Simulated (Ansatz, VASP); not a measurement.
# BaTiO3 in VASP and in Ansatz

```
Ba Ti O
1.0
     4.00600    0.00000    0.00000
     0.00000    4.00600    0.00000
     0.00000    0.00000    4.00600
Ba Ti O
1 1 3
Direct
  0.50000 0.50000 0.50000
  0.00000 0.00000 0.00000
  0.00000 0.00000 0.50000
  0.00000 0.50000 0.00000
  0.50000 0.00000 0.00000
```

Alike in both runs: functional PBEsol; k mesh 7 × 7 × 7; occupations fermi-dirac, width 0.05 eV; no spin polarisation.

|  | VASP | Ansatz |
| --- | --- | --- |
| version | VASP 6.6.1 | Ansatz 0.2.0 |
| potentials or method | VASP PAW PBE potentials, release 64 (Ba_sv, Ti_sv, O) | Ansatz PAW |
| plane-wave cutoff (eV) | 520 | 420 |
| valence electrons in the cell | 40 | 40 |
| task | single point | band structure |

VASP gave:

| Property | Result |
| --- | --- |
| gap on the k mesh at the Fermi level (eV) | 1.76 |
| least direct gap on the mesh (eV) | 1.84 |
| pressure (GPa) | -2.8 |

Question: Which values does Ansatz return?

Answer: gap on the k mesh at the Fermi level (eV): 1.82; least direct gap on the mesh (eV): 1.87; pressure (GPa): -4.6.

Caveats: spin-orbit coupling is left out, which moves the levels of the heavy elements; the PAW data sets were made with another functional, which shifts forces and pressure a little (VASP); an odd mesh through Γ misses points on the zone boundary, where band edges often lie (VASP); the k mesh misses the band edges, so the gap on the mesh is wider than the one along the path (Ansatz); the pressure holds a Pulay correction of +0.6 GPa for the finite cutoff (Ansatz); the PAW data sets come from PBE, with cores solved anew for the run's functional, which leaves a small shift of forces and pressure (Ansatz). PBEsol gaps usually lie below the measured ones, often by a third to a half.
